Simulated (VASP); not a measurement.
# MgS (F-43m) in VASP: notebook

Runs on MgS. Level: LDA. Tasks: single point.

All numbers are computed with VASP 6.6.1; they aren't measurements. Logs are shortened: lines on timing, memory, paths and dates and some standing lists are left out, and cuts for length are marked.

### Step 1. Starting point

Symmetry: F-43m, No. 216, cubic system. The conventional cell has a = 5.666 Å, b = 5.666 Å, c = 5.666 Å, α = 90.00°, β = 90.00°, γ = 90.00°. S (site symmetry -43m) has 4 Mg at 2.45 Å as nearest neighbours. Mg (site symmetry -43m) is surrounded by 4 S at 2.45 Å.

The cell comes from a database or a generator and needn't be the stable form of this composition.

### Step 2. Single point, LDA

File INCAR:

```
PREC = Accurate ; ENCUT = 700
EDIFF = 1E-6 ; ISMEAR = 0
SIGMA = 0.05 ; LREAL = False
LASPH = True ; NELM = 100
ALGO = Normal ; ISIF = 2
LWAVE = False ; LCHARG = False
ADDGRID = False
```

File KPOINTS:

```
Automatic mesh
0
Gamma
  5 5 5
```

File POSCAR:

```
MgS
1.0
    0.0000000000      2.8331200468      2.8331200468
    2.8331200468      0.0000000000      2.8331200468
    2.8331200468      2.8331200468      0.0000000000
S Mg
1 1
Direct
    0.2346630000      0.2748010000      0.2357280000
   -0.0216520000      0.0237760000     -0.0317750000
```

Potentials or basis: VASP PAW LDA potentials, release 64 (S, Mg).

The run is started by

```console
$ cat potpaw_LDA.64/S/POTCAR potpaw_LDA.64/Mg/POTCAR > POTCAR
$ mpirun -np 1 vasp_std > vasp.out
```

OUTCAR:

```text
PREC = Accurate
   ENCUT = 700
   EDIFF = 1E-6
   ISMEAR = 0
   LREAL = False
   LASPH = True
   NELM = 100
   ISIF = 2

 Found     63 irreducible k-points:

 Following reciprocal coordinates:
            Coordinates               Weight
  0.000000  0.000000  0.000000      1.000000
  0.200000  0.000000  0.000000      2.000000
  0.000000  0.200000  0.000000      2.000000
  0.000000  0.000000  0.200000      2.000000
  0.200000  0.200000  0.200000      2.000000
  0.400000  0.000000  0.000000      2.000000
   k-points           NKPTS =     63   k-points in BZ     NKDIM =     63   number of bands    NBANDS=      8
   number of dos      NEDOS =    301   number of ions     NIONS =      2
   total plane-waves  NPLWV =  46656
   dimension x,y,z NGX =    36 NGY =   36 NGZ =   36
   dimension x,y,z NGXF=    72 NGYF=   72 NGZF=   72
   ions per type =               1   1
   NGX,Y,Z   is equivalent  to a cutoff of  14.94, 14.94, 14.94 a.u.
   NGXF,Y,Z  is equivalent  to a cutoff of  29.87, 29.87, 29.87 a.u.
 SYSTEM =  unknown system
   PREC   = accura    normal or accurate (medium, high low for compatibility)
   ISTART =      0    job   : 0-new  1-cont  2-samecut
   ICHARG =      2    charge: 1-file 2-atom 10-const
   ISPIN  =      1    spin polarized calculation?
   LNONCOLLINEAR =      F non collinear calculations
   LSORBIT =      F    spin-orbit coupling
   LASPH  =      T    aspherical Exc in radial PAW
   ENCUT  =  700.0 eV  51.45 Ry    7.17 a.u.   8.64  8.64  8.64*2*pi/ulx,y,z
   NELM   =    100;   NELMIN=  2; NELMDL= -5     # of ELM steps
   EDIFF  = 0.1E-05   stopping-criterion for ELM
   LREAL  =      F    real-space projection
   EDIFFG = 0.1E-04   stopping-criterion for IOM
   NSW    =      0    number of steps for IOM
   IBRION =     -1    ionic relax: 0-MD 1-quasi-New 2-CG
   NFREE  =      0    steps in history (QN), initial steepest desc. (CG)
   ISIF   =      2    stress and relaxation
   ISYM   =      2    0-nonsym 1-usesym 2-fastsym
   POTIM  = 0.5000    time-step for ionic-motion
   TEBEG  =    0.0;   TEEND  =   0.0 temperature during run
   PSTRESS=    0.0 pullay stress
   NELECT =       8.0000    total number of electrons
   NUPDOWN=      -1.0000    fix difference up-down
   EMIN   =  10.00;   EMAX   =-10.00  energy-range for DOS
   EFERMI =   0.00;   METHOD = LEGACY
   ISMEAR =     0;   SIGMA  =   0.05  broadening in eV -4-tet -1-fermi 0-gaus
   EFERMI_NEDOS =   21; number of points for ismear=-14 and -15
   IALGO  =     38    algorithm
   IMIX   =      4    mixing-type and parameters
     AMIX     =   0.40;   BMIX     =  1.00
     AMIX_MAG =   1.60;   BMIX_MAG =  1.00
  volume/ion in A,a.u.               =      22.74       153.46
  Fermi-wavevector in a.u.,A,eV,Ry     =   0.917269  1.733386 11.447692  0.841382
  Thomas-Fermi vector in A             =   2.042218
   LORBIT       =      0    0 simple, 1 ext, 2 COOP (PROOUT), +10 PAW based schemes
   GGA     = CA    functional components
   LHFCALC =     F    Hartree Fock is set to
   AEXX    =    0.0000 exact exchange contribution
   IVDW    =     0    specifies the selected vdW correction
   LEPSILON=     F    determine dielectric tensor
   LRPA    =     F    only Hartree local field effects (RPA)
 non-spin polarized calculation
 Gauss-broadening in eV      SIGMA  =   0.05
  energy-cutoff  :      700.00
  volume of cell :       45.48
 maximum number of plane-waves:      1924
   NGX = 17   NGY = 17   NGZ = 17

 number of electron       8.0000000 magnetization

 Free energy of the ion-electron system (eV)
  ---------------------------------------------------
  ext. energy  EPLUGINS =         0.00000000
  ---------------------------------------------------
  free energy    TOTEN  =        -9.35602130 eV

  energy without entropy =       -9.35602130  energy(sigma->0) =       -9.35602130

 E-fermi :   1.2345     XC(G=0):  -8.7513

 val. band max:        1.0017321546   @ k =   0.0000   0.0000   0.0000
 cond. band min:       4.0597881694   @ k =   0.0000   0.0000   0.0000
 fundamental gap:      3.0580560147
 Fermi energy:         1.2344920747

 k-point     1 :       0.0000    0.0000    0.0000
  band No.  band energies     occupation
      1     -10.3496      2.00000
      2       0.7837      2.00000
      3       0.8573      2.00000
      4       1.0017      2.00000
      5       4.0598      0.00000
      6       8.6345      0.00000
      7       8.6399      0.00000
      8       8.6608      0.00000

 k-point     2 :       0.2000    0.0000    0.0000
  band No.  band energies     occupation
      1     -10.1325      2.00000
      2      -0.5810      2.00000
      3       0.6853      2.00000
      4       0.8581      2.00000
      5       5.3277      0.00000
      6       8.3516      0.00000
      7       8.8741      0.00000
      8       9.0042      0.00000

 k-point     3 :       0.0000    0.2000    0.0000
  band No.  band energies     occupation
      1     -10.1331      2.00000
      2      -0.5612      2.00000
      3       0.6690      2.00000
      4       0.8505      2.00000
      5       5.3302      0.00000
      6       8.3503      0.00000
      7       8.8645      0.00000
      8       8.9928      0.00000

 k-point     4 :       0.0000    0.0000    0.2000
  band No.  band energies     occupation
      1     -10.1312      2.00000
      2      -0.6217      2.00000
      3       0.7296      2.00000
      4       0.8631      2.00000
      5       5.3224      0.00000
      6       8.3607      0.00000
      7       8.9134      0.00000
      8       9.0040      0.00000

 k-point     5 :       0.2000    0.2000    0.2000
  band No.  band energies     occupation
      1     -10.1362      2.00000
      2      -0.4624      2.00000
      3       0.6646      2.00000
      4       0.7356      2.00000
      5       5.3428      0.00000
      6       8.3689      0.00000
      7       8.8347      0.00000
      8       8.8968      0.00000

 k-point     6 :       0.4000    0.0000    0.0000
  band No.  band energies     occupation
      1      -9.7270      2.00000
      2      -2.1154      2.00000
      3       0.5064      2.00000
      4       0.6747      2.00000
      5       5.7636      0.00000
      6       8.3749      0.00000
      7       8.5577      0.00000
      8       9.0800      0.00000

 [... further k-points ...]

------------------------ aborting loop because EDIFF is reached ----------------------------------------

  FORCE on cell =-STRESS in cart. coord.  units (eV):
  Direction    XX          YY          ZZ          XY          YZ          ZX
  --------------------------------------------------------------------------------------
  -------------------------------------------------------------------------------------
  Total       -0.6558771     -0.6724555     -0.6340943     -0.0614864     -0.2704386     -0.3574992
  in kB      -23.1051151    -23.6891359    -22.3377529     -2.1660320     -9.5269586    -12.5939134
  external PRESSURE =     -23.0440013 kB  Pullay stress =       0.0000000 kB

 VOLUME and BASIS-vectors are now :
 -----------------------------------------------------------------------------
  energy-cutoff  :      700.00
  volume of cell :       45.48
      direct lattice vectors                 reciprocal lattice vectors
     0.000000000  2.833120047  2.833120047    -0.176483874  0.176483874  0.176483874
     2.833120047  0.000000000  2.833120047     0.176483874 -0.176483874  0.176483874
     2.833120047  2.833120047  0.000000000     0.176483874  0.176483874 -0.176483874

 POSITION                                       TOTAL-FORCE (eV/Angst)
 -----------------------------------------------------------------------------------
      1.44639      1.33267      1.44337        -0.256714     -0.341062     -0.046563
      2.81046      5.51487      2.83914         0.256714      0.341062      0.046563
 -----------------------------------------------------------------------------------
    total drift:                                0.000050      0.000053     -0.000005

  FREE ENERGIE OF THE ION-ELECTRON SYSTEM (eV)
  ---------------------------------------------------
  free  energy   TOTEN  =        -9.3560213010 eV

  energy  without entropy=       -9.3560213010  energy(sigma->0) =       -9.35602130
```

OSZICAR:

```text
N       E                     dE             d eps       ncg     rms          rms(c)
DAV:   1     0.301006789765E+02    0.30101E+02   -0.40355E+03  1008   0.101E+03
DAV:   2    -0.815167963063E+01   -0.38252E+02   -0.37302E+02  1320   0.115E+02
DAV:   3    -0.991354959771E+01   -0.17619E+01   -0.17619E+01  1216   0.338E+01
DAV:   4    -0.992362462464E+01   -0.10075E-01   -0.10075E-01  1688   0.294E+00
DAV:   5    -0.992363070001E+01   -0.60754E-05   -0.60754E-05  1304   0.739E-02    0.402E+00
DAV:   6    -0.941364023543E+01    0.50999E+00   -0.15016E+00  1024   0.566E+00    0.309E+00
DAV:   7    -0.936096712231E+01    0.52673E-01   -0.23610E-01  1088   0.235E+00    0.219E+00
DAV:   8    -0.935641426747E+01    0.45529E-02   -0.10465E-02  1160   0.844E-01    0.905E-01
DAV:   9    -0.935598479384E+01    0.42947E-03   -0.10746E-03  1240   0.217E-01    0.333E-01
DAV:  10    -0.935601895877E+01   -0.34165E-04   -0.46981E-05  1392   0.446E-02    0.896E-02
DAV:  11    -0.935602130559E+01   -0.23468E-05   -0.17451E-05  1136   0.237E-02    0.333E-02
DAV:  12    -0.935602130102E+01    0.45721E-08   -0.66126E-07   688   0.517E-03
   1 F= -.93560213E+01 E0= -.93560213E+01  d E =-.874873E-13
```

Wall time 23 s (1 thread of Intel Xeon Platinum 8488C (Sapphire Rapids), shared host); peak memory 0.19 GiB.

These settings aren't checked as converged: the numbers below hold their error.

What came out:

```yaml
Free_energy: -9.3560 eV
Pressure: -2.3 GPa
Largest_force: 0.429 eV/Å
Band_gap_on_the_k_mesh: 3.06 eV, direct
```

### Step 3. Single point, LDA

INCAR, as its differences from that of step 2:

```diff
@@ -1,2 +1,2 @@
-PREC = Accurate ; ENCUT = 700
+PREC = Accurate ; ENCUT = 550
 EDIFF = 1E-6 ; ISMEAR = 0
```

File KPOINTS:

```
Automatic mesh
0
Gamma
  6 6 6
```

File POSCAR:

```
MgS
1.0
    0.0000000000      2.8331200468      2.8331200468
    2.8331200468      0.0000000000      2.8331200468
    2.8331200468      2.8331200468      0.0000000000
S Mg
1 1
Direct
    0.2500000000      0.2500000000      0.2500000000
    0.0000000000      0.0000000000      0.0000000000
```

Potentials or basis: VASP PAW LDA potentials, release 64 (S, Mg).

The run is started by

```console
$ cat potpaw_LDA.64/S/POTCAR potpaw_LDA.64/Mg/POTCAR > POTCAR
$ mpirun -np 1 vasp_std > vasp.out
```

OUTCAR:

```text
PREC = Accurate
   ENCUT = 550
   EDIFF = 1E-6
   ISMEAR = 0
   LREAL = False
   LASPH = True
   NELM = 100
   ISIF = 2

 Found     16 irreducible k-points:

 Following reciprocal coordinates:
            Coordinates               Weight
  0.000000  0.000000  0.000000      1.000000
  0.166667  0.000000  0.000000      8.000000
  0.333333  0.000000  0.000000      8.000000
  0.500000  0.000000  0.000000      4.000000
  0.166667  0.166667  0.000000      6.000000
  0.333333  0.166667  0.000000     24.000000
   k-points           NKPTS =     16   k-points in BZ     NKDIM =     16   number of bands    NBANDS=      8
   number of dos      NEDOS =    301   number of ions     NIONS =      2
   total plane-waves  NPLWV =  32768
   dimension x,y,z NGX =    32 NGY =   32 NGZ =   32
   dimension x,y,z NGXF=    64 NGYF=   64 NGZF=   64
   ions per type =               1   1
   NGX,Y,Z   is equivalent  to a cutoff of  13.28, 13.28, 13.28 a.u.
   NGXF,Y,Z  is equivalent  to a cutoff of  26.56, 26.56, 26.56 a.u.
 SYSTEM =  unknown system
   PREC   = accura    normal or accurate (medium, high low for compatibility)
   ISTART =      0    job   : 0-new  1-cont  2-samecut
   ICHARG =      2    charge: 1-file 2-atom 10-const
   ISPIN  =      1    spin polarized calculation?
   LNONCOLLINEAR =      F non collinear calculations
   LSORBIT =      F    spin-orbit coupling
   LASPH  =      T    aspherical Exc in radial PAW
   ENCUT  =  550.0 eV  40.42 Ry    6.36 a.u.   7.66  7.66  7.66*2*pi/ulx,y,z
   NELM   =    100;   NELMIN=  2; NELMDL= -5     # of ELM steps
   EDIFF  = 0.1E-05   stopping-criterion for ELM
   LREAL  =      F    real-space projection
   EDIFFG = 0.1E-04   stopping-criterion for IOM
   NSW    =      0    number of steps for IOM
   IBRION =     -1    ionic relax: 0-MD 1-quasi-New 2-CG
   NFREE  =      0    steps in history (QN), initial steepest desc. (CG)
   ISIF   =      2    stress and relaxation
   ISYM   =      2    0-nonsym 1-usesym 2-fastsym
   POTIM  = 0.5000    time-step for ionic-motion
   TEBEG  =    0.0;   TEEND  =   0.0 temperature during run
   PSTRESS=    0.0 pullay stress
   NELECT =       8.0000    total number of electrons
   NUPDOWN=      -1.0000    fix difference up-down
   EMIN   =  10.00;   EMAX   =-10.00  energy-range for DOS
   EFERMI =   0.00;   METHOD = LEGACY
   ISMEAR =     0;   SIGMA  =   0.05  broadening in eV -4-tet -1-fermi 0-gaus
   EFERMI_NEDOS =   21; number of points for ismear=-14 and -15
   IALGO  =     38    algorithm
   IMIX   =      4    mixing-type and parameters
     AMIX     =   0.40;   BMIX     =  1.00
     AMIX_MAG =   1.60;   BMIX_MAG =  1.00
  volume/ion in A,a.u.               =      22.74       153.46
  Fermi-wavevector in a.u.,A,eV,Ry     =   0.917269  1.733386 11.447692  0.841382
  Thomas-Fermi vector in A             =   2.042218
   LORBIT       =      0    0 simple, 1 ext, 2 COOP (PROOUT), +10 PAW based schemes
   GGA     = CA    functional components
   LHFCALC =     F    Hartree Fock is set to
   AEXX    =    0.0000 exact exchange contribution
   IVDW    =     0    specifies the selected vdW correction
   LEPSILON=     F    determine dielectric tensor
   LRPA    =     F    only Hartree local field effects (RPA)
 non-spin polarized calculation
 Gauss-broadening in eV      SIGMA  =   0.05
  energy-cutoff  :      550.00
  volume of cell :       45.48
 maximum number of plane-waves:      1363
 NGX is ok and might be reduce to    32
   NGX = 15   NGY = 15   NGZ = 15

 number of electron       8.0000000 magnetization

 Free energy of the ion-electron system (eV)
  ---------------------------------------------------
  ext. energy  EPLUGINS =         0.00000000
  ---------------------------------------------------
  free energy    TOTEN  =        -9.37762413 eV

  energy without entropy =       -9.37762413  energy(sigma->0) =       -9.37762413

 E-fermi :   1.0938     XC(G=0):  -8.7524

 val. band max:        0.8799144682   @ k =   0.0000   0.0000   0.0000
 cond. band min:       4.0628278567   @ k =   0.0000   0.0000   0.0000
 fundamental gap:      3.1829133885
 Fermi energy:         1.0937961445

 k-point     1 :       0.0000    0.0000    0.0000
  band No.  band energies     occupation
      1     -10.3503      2.00000
      2       0.8799      2.00000
      3       0.8799      2.00000
      4       0.8799      2.00000
      5       4.0628      0.00000
      6       8.6402      0.00000
      7       8.6402      0.00000
      8       8.6402      0.00000
[... 45 lines left out ...]
 k-point     6 :       0.3333    0.1667    0.0000
  band No.  band energies     occupation
      1      -9.8605      2.00000
      2      -1.2900      2.00000
      3       0.2920      2.00000
      4       0.3563      2.00000
      5       6.1321      0.00000
      6       7.6414      0.00000
      7       8.4664      0.00000
      8       9.6028      0.00000

 [... further k-points ...]

------------------------ aborting loop because EDIFF is reached ----------------------------------------

  FORCE on cell =-STRESS in cart. coord.  units (eV):
  Direction    XX          YY          ZZ          XY          YZ          ZX
  --------------------------------------------------------------------------------------
  -------------------------------------------------------------------------------------
  Total       -0.7129951     -0.7129951     -0.7129951     -0.0000000      0.0000000      0.0000000
  in kB      -25.1172554    -25.1172554    -25.1172554     -0.0000000      0.0000000      0.0000000
  external PRESSURE =     -25.1172554 kB  Pullay stress =       0.0000000 kB

 VOLUME and BASIS-vectors are now :
 -----------------------------------------------------------------------------
  energy-cutoff  :      550.00
  volume of cell :       45.48
      direct lattice vectors                 reciprocal lattice vectors
     0.000000000  2.833120047  2.833120047    -0.176483874  0.176483874  0.176483874
     2.833120047  0.000000000  2.833120047     0.176483874 -0.176483874  0.176483874
     2.833120047  2.833120047  0.000000000     0.176483874  0.176483874 -0.176483874

 POSITION                                       TOTAL-FORCE (eV/Angst)
 -----------------------------------------------------------------------------------
      1.41656      1.41656      1.41656         0.000000      0.000000      0.000000
      0.00000      0.00000      0.00000        -0.000000     -0.000000     -0.000000
 -----------------------------------------------------------------------------------
    total drift:                                0.000000      0.000000      0.000000

  FREE ENERGIE OF THE ION-ELECTRON SYSTEM (eV)
  ---------------------------------------------------
  free  energy   TOTEN  =        -9.3776241280 eV

  energy  without entropy=       -9.3776241280  energy(sigma->0) =       -9.37762413
```

OSZICAR:

```text
N       E                     dE             d eps       ncg     rms          rms(c)
DAV:   1     0.247097070308E+02    0.24710E+02   -0.35992E+03   256   0.815E+02
DAV:   2    -0.836803802149E+01   -0.33078E+02   -0.32456E+02   328   0.111E+02
DAV:   3    -0.993569574207E+01   -0.15677E+01   -0.15677E+01   360   0.315E+01
DAV:   4    -0.993942292186E+01   -0.37272E-02   -0.37272E-02   368   0.183E+00
DAV:   5    -0.993943566901E+01   -0.12747E-04   -0.12747E-04   368   0.884E-02    0.401E+00
DAV:   6    -0.943441604489E+01    0.50502E+00   -0.14914E+00   256   0.564E+00    0.307E+00
DAV:   7    -0.938254721361E+01    0.51869E-01   -0.23255E-01   304   0.233E+00    0.219E+00
DAV:   8    -0.937804253031E+01    0.45047E-02   -0.10728E-02   312   0.866E-01    0.934E-01
DAV:   9    -0.937758781209E+01    0.45472E-03   -0.11007E-03   288   0.219E-01    0.336E-01
DAV:  10    -0.937762169986E+01   -0.33888E-04   -0.48140E-05   336   0.448E-02    0.856E-02
DAV:  11    -0.937762418382E+01   -0.24840E-05   -0.17054E-05   264   0.235E-02    0.395E-02
DAV:  12    -0.937762412803E+01    0.55783E-07   -0.78029E-07   176   0.521E-03
   1 F= -.93776241E+01 E0= -.93776241E+01  d E =-.442862E-11
```

Wall time 4.2 s (1 thread of Intel Xeon Platinum 8488C (Sapphire Rapids), shared host); peak memory 0.15 GiB.

The run converged, but some of its settings lie outside the range that counts as converged, so its numbers aren't taken as properties of the crystal.

Results:

- Free energy: -9.3776 eV
- Pressure: -2.5 GPa
- Band gap on the k mesh: 3.18 eV, direct

### Step 4. The reference run

An earlier run on the cell as given: functional PBEsol; potentials or basis VASP PAW PBE potentials, release 64 (S, Mg); cutoff 520 eV; k mesh 8 × 8 × 8; occupations fermi-dirac, width 0.05 eV; no spin polarisation.

* Pressure: -0.5 GPa
* Band gap on the k mesh: 3.29 eV, direct
